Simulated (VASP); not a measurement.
Crystal: HfC.

```xyz
2
Lattice="0.0000 2.3250 2.3250 2.3250 0.0000 2.3250 2.3250 2.3250 0.0000" Properties=species:S:1:pos:R:3 pbc="T T T"
Hf    2.3250    2.3250    2.3250
C     0.0000    0.0000    0.0000
```

Base run:

| Item | Value |
| --- | --- |
| Program | VASP 6.6.1 |
| Functional | PBEsol |
| Potentials or basis | VASP PAW PBE potentials, release 64 (Hf_pv, C) |
| Cutoff | 520 eV |
| k mesh | 10 × 10 × 10 |
| Occupations | fermi-dirac, width 0.05 eV |
| Spin | no spin polarisation |

Its results: pressure -7.0 GPa.

Task: The run is repeated on the same cell with these changes: functional from PBEsol to PBE; further incar settings from ALGO = Fast; EDIFF = 1e-07 to ALGO = Fast; EDIFF = 1e-07; NBANDS = 14. What comes out?

Result: Pressure -0.4 GPa.

Caveats: the PAW data sets were made with another functional, which shifts forces and pressure a little (some runs).
